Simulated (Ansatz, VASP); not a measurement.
**One calculation of PbS, two programs**

```
CELL_PARAMETERS angstrom
4.08970 0.00000 0.00000
-2.04485 3.54178 0.00000
0.00000 0.00000 3.78817
ATOMIC_POSITIONS crystal
Pb 0.00000 0.00000 0.00000
S 0.66667 0.33333 0.50000
```

Measurements of this composition are mostly on another form, of space group No. 225.

Alike in both runs: functional BLYP; k mesh 8 × 8 × 7; occupations fermi-dirac, width 0.05 eV; no spin polarisation.

```csv
,VASP,Ansatz
version,VASP 6.6.1,Ansatz 0.2.0
potentials or method,"VASP PAW PBE potentials, release 64 (Pb_d, S)",Ansatz PAW
plane-wave cutoff (eV),520,420
valence electrons in the cell,20,20
task,single point,band structure
```

Ansatz gave:

* gap on the k mesh at the Fermi level (eV): 0.29
* least direct gap on the mesh (eV): 1.70
* pressure (GPa): 3.4
* largest component of the traceless stress (GPa): 0.32

Estimate VASP's values.

gap on the k mesh at the Fermi level (eV): 0.27; least direct gap on the mesh (eV): 1.70; pressure (GPa): 3.4; largest component of the traceless stress (GPa): 0.35.

With one functional, cell and mesh, what is left measures potentials, basis and numerics.

Caveats: the PAW data sets were made with another functional, which shifts forces and pressure a little (VASP); spin-orbit coupling is left out, which as a rule narrows the gap of such compounds by several tenths of an eV (VASP); an odd mesh through Γ misses points on the zone boundary, where band edges often lie (VASP); spin-orbit coupling is left out, which moves the levels of the heavy elements (Ansatz); the PAW data sets come from PBE, with cores solved anew for the run's functional, which leaves a small shift of forces and pressure (Ansatz).
